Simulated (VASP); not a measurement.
Wanted: the native input for a VASP 6.6.1 run.

| Property | Result |
| --- | --- |
| Task | relaxation of cell and atoms |
| Functional | r2SCAN |
| Potentials or basis | VASP PAW PBE potentials, release 64 (Cd, Se) |
| Cutoff | 600 eV |
| k mesh | 8 × 8 × 8 |
| Occupations | gaussian, width 0.02 eV |
| Spin | no spin polarisation |
| Dipole correction | no |
| Further INCAR settings | ALGO = Normal; EDIFF = 1e-06; IBRION = 2; EDIFFG = -0.002; NSW = 100; ISIF = 3 |

The system is CdSe.

```
CELL_PARAMETERS angstrom
0.00000 3.02500 3.02500
3.02500 0.00000 3.02500
3.02500 3.02500 0.00000
ATOMIC_POSITIONS crystal
Cd 0.00000 0.00000 0.00000
Se 0.25000 0.25000 0.25000
```

Measurements of this composition are mostly on another form, of space group No. 186.

These files were run (other wordings do the same):

POSCAR

```
CdSe
1.0
    0.0000000000      3.0250000000      3.0250000000
    3.0250000000      0.0000000000      3.0250000000
    3.0250000000      3.0250000000      0.0000000000
Cd Se
1 1
Direct
    0.0000000000      0.0000000000      0.0000000000
    0.2500000000      0.2500000000      0.2500000000
```

INCAR.step1

```
SYSTEM = CdSe
  PREC = Accurate
  ENCUT = 600
  ISMEAR = 0
  SIGMA = 0.02
  LREAL = .FALSE.
  LASPH = .TRUE.
  NELM = 100
  GGA = PE
  ALGO = Normal
  EDIFF = 1E-4
  LWAVE = .TRUE.
  LCHARG = .FALSE.
```

INCAR.step2

```
SYSTEM = CdSe
  PREC = Accurate
  ENCUT = 600
  EDIFF = 1E-6
  ISMEAR = 0
  SIGMA = 0.02
  LREAL = .FALSE.
  LASPH = .TRUE.
  NELM = 100
  ALGO = Normal
  ISIF = 3
  LWAVE = .FALSE.
  LCHARG = .FALSE.
  METAGGA = R2SCAN
  LMIXTAU = .TRUE.
  IBRION = 2
  NSW = 100
  EDIFFG = -0.002
  ISTART = 1
```

KPOINTS

```
Automatic mesh
0
G
  8 8 8
  0 0 0
```

Potentials or basis: VASP PAW PBE potentials, release 64 (Cd, Se).

Run with:

```console
$ cat potpaw_PBE.64/Cd/POTCAR potpaw_PBE.64/Se/POTCAR > POTCAR
$ cp INCAR.step1 INCAR
$ mpirun -np 1 vasp_std > vasp.out
$ cp INCAR.step2 INCAR
$ mpirun -np 1 vasp_std > vasp.out
```

Results of the run:

The relaxed volume is 28.95 Å³/atom and the relaxed cell is a = 4.342 Å, b = 4.342 Å, c = 4.342 Å, α = 60.00°, β = 60.00°, γ = 60.00°. The space group after relaxing (to 0.05 Å) is F-43m (No. 216). The energy gained by relaxing is 9.7 meV/atom, the ionic steps are 3 and the pressure after relaxing is 0.0 GPa. The band gap on the k mesh is 1.02 eV, direct.

Caveat: the PAW data sets were made with another functional, which shifts forces and pressure a little.

Run time: 2.8 min on 1 thread of Intel(R) Xeon(R) Platinum 8488C (Sapphire Rapids), on a shared host, peak memory 0.23 GiB.
